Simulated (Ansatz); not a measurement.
# Ca: the cost of one run

Method: DFT PBE, scalar-relativistic, plane waves, PAW, in Ansatz 0.2.0.

**1. The system as given**

Symmetry: P6_3/mmc, No. 194, hexagonal system. The conventional cell has a = 3.958 Å, b = 3.958 Å, c = 12.869 Å, α = 90.00°, β = 90.00°, γ = 120.00°. Ca (site symmetry -3m) has 12 Ca at 3.95 to 3.96 Å as nearest neighbours. Ca (site symmetry -6m2) is surrounded by 12 Ca at 3.95 to 3.96 Å.

Coordinates:

```
Ca
1.0
     3.95755    0.00000    0.00000
    -1.97878    3.42734    0.00000
     0.00000    0.00000   12.86942
Ca
4
Direct
  0.00000 0.00000 0.00000
  0.33333 0.66667 0.25000
  0.00000 0.00000 0.50000
  0.66667 0.33333 0.75000
```

The structure comes from the Materials Project (structure only).

**2. One atom moved**

What differs from the listed cell: atom 2 (Ca) moved by 0.09 Å.

The input, input.yaml:

```yaml
crystal:
  lattice:
    - [3.9575547823, 0.0, 0.0]
    - [-1.9787773911, 3.4273429783, 0.0]
    - [0.0, 0.0, 12.86942104]
  atoms:
    - { symbol: Ca, position: [0.0, 0.0, 0.0] }
    - { symbol: Ca, position: [0.3207300488, 0.6595066046, 0.2438699651] }
    - { symbol: Ca, position: [0.0, 0.0, 0.5] }
    - { symbol: Ca, position: [0.66666667, 0.33333333, 0.75] }
basis:
  ecutwfc: 420
kpoints:
  mp_grid: { grid: [12, 12, 4] }
hamiltonian:
  xc: pbe
scf:
  occupations: { method: gaussian, width: 0.1 }
output:
  forces: true
  stress: true
  eigenvalues: true
  populations: true
```

Q: Estimate wall time and peak memory on 1 thread of an Arm CPU, shared host.

About 93 s, with a peak of 1 GiB.
